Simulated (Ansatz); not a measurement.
**CuO: band structure with PBEsol+U**

The system is CuO.

```
Cu O
1.0
    -2.34185    1.71130    0.00000
     0.85003    0.00000   -5.05787
    -2.34185   -5.13390    0.00000
Cu O
4 4
Direct
  0.24800 0.00060 0.24330
  0.74800 0.00060 0.74330
  0.99800 0.50060 0.49330
  0.49800 0.50060 0.99330
  0.70720 0.75060 0.28410
  0.20720 0.75060 0.78410
  0.78880 0.25060 0.20250
  0.30482 0.24579 0.75612
```

- Program: Ansatz 0.2.0
- Task: band structure
- Functional: PBEsol
- Potentials or basis: Ansatz PAW
- Cutoff: 420 eV (not typed: the program's choice for these potentials)
- k mesh: 9 × 5 × 5
- Occupations: fermi-dirac, width 0.05 eV
- Spin: no spin polarisation
- Hubbard terms: Cu d U = 5.3 eV
- Path: [["X", "G", "Y"], ["L", "G", "Z"], ["N", "G", "M"], ["R", "G"]]
- Points for each segment of the path: 10
- Hubbard projectors: ortho-atomic (the default)
- Double counting: fll (the default)

```yaml
Pressure: 3.1 GPa
Largest_force: 2.599 eV/Å
Band_gap_on_the_k_mesh: none (metal or under the smearing width)
```

Forces in eV/Å, atoms in the order of the input:
```
Cu  -0.002  0.071 -0.014
Cu  -0.157 -0.521  0.421
Cu  -0.450 -0.256  0.422
Cu  -1.127 -1.371 -1.578
O    0.222  0.350 -0.174
O    0.121  0.396  0.181
O   -0.260 -0.540  0.019
O    1.654  1.870  0.724
```

Stress tensor (GPa, compression positive):
```
2.15 1.23 2.09
1.23 3.70 2.58
2.09 2.58 3.50
```

Levels at the corners of the path, in eV from the Fermi level:
| point | band 47 | band 48 | band 49 | band 50 | band 51 | band 52 |
| --- | --- | --- | --- | --- | --- | --- |
| X | -2.12 | -1.91 | -0.17 | 0.10 | 0.58 | 0.80 |
| Γ | -2.05 | -1.84 | 0.15 | 0.29 | 0.40 | 1.03 |
| Y | -1.84 | -1.75 | -0.22 | 0.29 | 0.38 | 0.81 |
| L | -1.98 | -1.87 | -1.10 | -0.90 | 0.51 | 0.64 |
| Γ | -2.05 | -1.84 | 0.15 | 0.29 | 0.40 | 1.03 |
| Z | -2.20 | -1.97 | -0.60 | -0.34 | -0.15 | 0.08 |
| N | -1.99 | -1.81 | -0.51 | -0.44 | -0.14 | 0.71 |
| Γ | -2.05 | -1.84 | 0.15 | 0.29 | 0.40 | 1.03 |
| M | -1.82 | -1.65 | -1.08 | -0.94 | 0.61 | 1.05 |
| R | -2.06 | -1.73 | -1.06 | -0.02 | 0.42 | 1.26 |
| Γ | -2.05 | -1.84 | 0.15 | 0.29 | 0.40 | 1.03 |

Eigenvalues of the final occupation matrices:
```csv
site,spin,trace,eigenvalues
site 1,1,4.76,0.80 0.98 0.99 1.00 1.00
site 2,1,4.75,0.79 0.98 0.99 1.00 1.00
site 3,1,4.79,0.83 0.98 0.99 1.00 1.00
site 4,1,4.73,0.77 0.98 0.99 0.99 1.00
```

Wall time 48 s on 4 threads of Arm Neoverse V1 (shared host), peak memory 0.88 GiB.

Caveat: the pressure holds a Pulay correction of +0.8 GPa for the finite cutoff; the run has no spin polarisation, though such a crystal can be magnetic; U without spin polarisation on a metal has little footing; the PAW data sets come from PBE, with cores solved anew for the run's functional, which leaves a small shift of forces and pressure; forces of over 1 eV/Å show positions far from the minimum, so gaps and moduli don't describe the material at rest.
